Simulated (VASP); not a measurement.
The system is AlGa7As8.

```
Al Ga As
1.0
    -5.66599    5.66599    0.00000
    -5.66599    0.00000    5.66599
     0.00000    5.66599    5.66599
Al Ga As
1 7 8
Direct
  0.00000 0.00000 0.00000
  0.50014 0.99986 0.99986
  0.99986 0.50014 0.99986
  0.99986 0.99986 0.50014
  0.50014 0.50014 0.99986
  0.50014 0.99986 0.50014
  0.99986 0.50014 0.50014
  0.50000 0.50000 0.50000
  0.87497 0.87497 0.37509
  0.37500 0.87499 0.37500
  0.87499 0.37500 0.37500
  0.87497 0.87497 0.87497
  0.37500 0.37500 0.37500
  0.37509 0.87497 0.87497
  0.87497 0.37509 0.87497
  0.37500 0.37500 0.87499
```

The cell was built by a generator and needn't be a form met in nature.

Base run:

```yaml
Program: VASP 6.6.1
Functional: PBEsol
Potentials_or_basis: VASP PAW PBE potentials, release 64 (Al, Ga_d, As)
Cutoff: 520 eV
k_mesh: 6 × 6 × 6
Occupations: gaussian, width 0.03 eV
Spin: no spin polarisation
```

Its results: band gap on the k mesh 0.54 eV, direct.

Question: The run is repeated on the same cell with these changes: functional from PBEsol to TB-mBJ; further incar settings from ALGO = Normal; EDIFF = 1e-06; NBANDS = 81 to ALGO = Normal; EDIFF = 1e-07; NBANDS = 81. What comes out?

Answer: Band gap on the k mesh 1.62 eV, direct.
